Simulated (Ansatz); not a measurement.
# Moving the knobs of a GW run on AlN (P6_3mc)

Aim: change settings of a G0W0 run on AlN (P6_3mc) and see what moves.

Calculated with Ansatz 0.2.0; G0W0 on PBE, plane waves, PAW; PAW set soft_1.

Report form: the programs' logs are mostly left out.

The database entry behind the starting cell differs from later determinations by our own check (inner coordinate u about 0.002 short), so it need not match the best structure at ambient conditions.

## Step 1: The structure

It takes space group P6_3mc (No. 186, hexagonal). Conventional cell: a = 3.113 Å, b = 3.113 Å, c = 4.981 Å, α = 90.00°, β = 90.00°, γ = 120.00°. Nearest to Al lie 4 N at 1.89 Å. N has 4 Al at 1.89 Å nearest. Farther neighbours and most contacts between anions are not listed.

The cell and positions come from the Crystallography Open Database and are kept as given unless a step says otherwise.

## Step 2: The base run: 6×6×4 mesh, 94 empty bands, screening to 100 eV, PAW set soft_1 files

G0W0 replaces the xc potential by the self-energy, built once from these orbitals. Only a window of levels is corrected, while the sums run over the empty bands that the input names. This step takes PAW set soft_1 files.

Input file input.yaml:

```yaml
crystal:
  lattice:
    - [3.113, 0.0, 0.0]
    - [-1.5565, 2.695937082, 0.0]
    - [0.0, 0.0, 4.981]
  atoms:
    - { symbol: Al, position: [0.3333333333, 0.6666666667, 0.0] }
    - { symbol: Al, position: [0.6666666667, 0.3333333333, 0.5] }
    - { symbol: "N", position: [0.3333333333, 0.6666666667, 0.38] }
    - { symbol: "N", position: [0.6666666667, 0.3333333333, 0.88] }
kpoints:
  mp_grid: { grid: [6, 6, 4] }
hamiltonian:
  xc: pbe
  pseudopotentials: { kind: paw, azcp: { folder: soft_1 } }
scf:
  occupations: { method: fixed }
gw:
  n_empty_bands: 94
  ecut_chi: 100
  qp_bands: [v2, c2]
  qp_kpoints: band_edges
  screening: { model: contour_deformation }
```

Launch:

```console
ansatz run input.yaml --threads 3 --pin off --max-ram 92160MiB --backend cuda --events-out ev --progress --plain --runs-dir out --devices 1 --max-vram 13GiB
```

The job ended after 14 s (1 × NVIDIA H100 80GB HBM3 (shared by 6 runs) with 3 threads of AMD EPYC 7R13 (Zen 3), shared host; peak memory 1 GiB).

Numbers from this step:

* bands summed: 102
* RPA ε∞ on this mesh (eigenvalues): 4.230, 4.230, 4.382
* plane waves in the screening matrix: 99
* q-points in the mesh: 144
* G0W0 gap on the mesh: 5.744 eV
* k of the valence top: 0, 0, 0
* k of the conduction bottom: 0, 0, 0
* starting gap on the mesh: 4.213 eV
* Z at the valence top: 0.7846
* Z at the conduction bottom: 0.8187
* least direct G0W0 gap on the computed points: 5.744 eV

The gap on the mesh goes from 4.21 eV to 5.74 eV, a correction of +1.53 eV. Between the two edge states, bare exchange in place of the xc potential would open the gap by 8.62 eV, and correlation takes back 7.09 eV.

## Step 3: Variant: accuracy level

input.yaml, as its differences from that of step 2:

```diff
@@ -23 +23,2 @@
   screening: { model: contour_deformation }
+accuracy: low
```

Elapsed: 19 s, on 1 × NVIDIA H100 80GB HBM3 (shared by 6 runs) with 3 threads; peak memory 1 GiB.

The G0W0 gap on the mesh is 5.743 eV.

Against the base:

| setting | base | variant |
| --- | --- | --- |
| accuracy | - | low |

| quantity | variant | base |
| --- | --- | --- |
| starting gap on the mesh | 4.213 | 4.213 |
| G0W0 gap on the mesh | 5.743 | 5.744 |
| least direct G0W0 gap on the computed points | 5.743 | 5.744 |
| Z at the valence top | 0.785 | 0.785 |
| Z at the conduction bottom | 0.819 | 0.819 |

## Step 4: Variant: wider window of levels

input.yaml, as its differences from that of step 3:

```diff
@@ -20,5 +20,4 @@
   ecut_chi: 100
-  qp_bands: [v2, c2]
-  qp_kpoints: band_edges
+  qp_bands: [v6, c6]
+  qp_kpoints: [[0, 0, 0]]
   screening: { model: contour_deformation }
-accuracy: low
```

The job ended after 22 s (1 × NVIDIA H100 80GB HBM3 (shared by 6 runs) with 3 threads; peak memory 1 GiB).

Absolute levels on the run's own zero. QP, by row:

| k index | band | KS (eV) | Sigma_x (eV) | Sigma_c (eV) | Vxc (eV) | Z | QP linearised (eV) | QP (eV) | source | doubts |
| --- | --- | --- | --- | --- | --- | --- | --- | --- | --- | --- |
| 0 | 3 | 1.152 | -19.75 | 4.749 | -13.86 | 0.7204 | -0.0438 | 0.0042 | root |  |
| 0 | 4 | 6.285 | -21.7 | 3.51 | -17.39 | 0.7814 | 5.474 | 5.481 | root |  |
| 0 | 5 | 6.285 | -21.7 | 3.51 | -17.39 | 0.7814 | 5.474 | 5.481 | root |  |
| 0 | 6 | 6.933 | -21.72 | 3.337 | -17.67 | 0.7845 | 6.22 | 6.225 | root |  |
| 0 | 7 | 6.933 | -21.72 | 3.337 | -17.67 | 0.7845 | 6.22 | 6.225 | root |  |
| 0 | 8 | 7.113 | -21.78 | 3.289 | -17.81 | 0.7846 | 6.433 | 6.437 | root |  |
| 0 | 9 | 11.33 | -9.8 | -3.804 | -14.46 | 0.8187 | 12.19 | 12.18 | root |  |
| 0 | 10 | 13.78 | -7.936 | -4.342 | -13.21 | 0.8241 | 14.71 | 14.71 | root |  |
| 0 | 11 | 17.73 | -8.196 | -5.606 | -15.02 | 0.7582 | 18.98 | 18.95 | root |  |
| 0 | 12 | 18.28 | -5.801 | -5.001 | -11.73 | 0.8048 | 19.23 | 19.21 | root |  |
| 0 | 13 | 18.28 | -5.801 | -5.001 | -11.73 | 0.8048 | 19.23 | 19.21 | root |  |
| 0 | 14 | 20.28 | -6.452 | -5.245 | -12.8 | 0.8024 | 21.39 | 21.38 | root |  |

Against the base:

| setting | base | variant |
| --- | --- | --- |
| levels asked | v2 to c2 | v6 to c6 |
| points asked | band edges | [[0, 0, 0]] |

## Step 5: Variant: larger pair-density box

input.yaml, as its differences from that of step 4:

```diff
@@ -20,4 +20,5 @@
   ecut_chi: 100
-  qp_bands: [v6, c6]
-  qp_kpoints: [[0, 0, 0]]
+  qp_bands: [v2, c2]
+  qp_kpoints: band_edges
   screening: { model: contour_deformation }
+  ecutfock_ratio: 2
```

Run time: 19 s. Hardware: 1 × NVIDIA H100 80GB HBM3 (shared by 6 runs) with 3 threads; peak memory 1 GiB; 19 s of CPU time.

The G0W0 gap on the mesh is 5.744 eV.

Against the base:

| setting | base | variant |
| --- | --- | --- |
| ecutfock ratio | - | 2 |

| quantity | variant | base |
| --- | --- | --- |
| starting gap on the mesh | 4.213 | 4.213 |
| G0W0 gap on the mesh | 5.744 | 5.744 |
| least direct G0W0 gap on the computed points | 5.744 | 5.744 |
| Z at the valence top | 0.785 | 0.785 |
| Z at the conduction bottom | 0.819 | 0.819 |

## Step 6: What came out

| Quantity | Value |
| --- | --- |
| base | 5.74 eV, 14 s |
| accuracy level | 5.74 eV, 19 s |
| wider window of levels | direct gap at the listed points 5.74 eV, 22 s |
| larger pair-density box | 5.74 eV, 19 s |

**Reading.** Accuracy level: the gap moves by −0.0002 eV. Wider window of levels: only the listed points were computed; the least direct gap there is 5.74 eV, with levels asked and points asked changed against the base. Larger pair-density box: the gap moves by +0.00 eV. All runs here use a coarse mesh and modest cutoffs; they test settings and are not final values.

[Paths, hosts, dates, memory and timing lines, banners, echoed tables and standing remarks are left out of the program output.]

[Logs are printed without paths, hosts, clocks, repeated set-up lines and the standing remarks that a program may print on its own settings, such as how far it seeks lower states.]

[Runs of the session that timed out or met a known fault of the program may be left out.]

[Cells called generated may have been cut or substituted from an entry of the Crystallography Open Database or the Materials Project.]

[Hosts, paths, dates, database ids (printed as entryN), source tags and the programs' standing remarks are cut or masked in the printed files.]
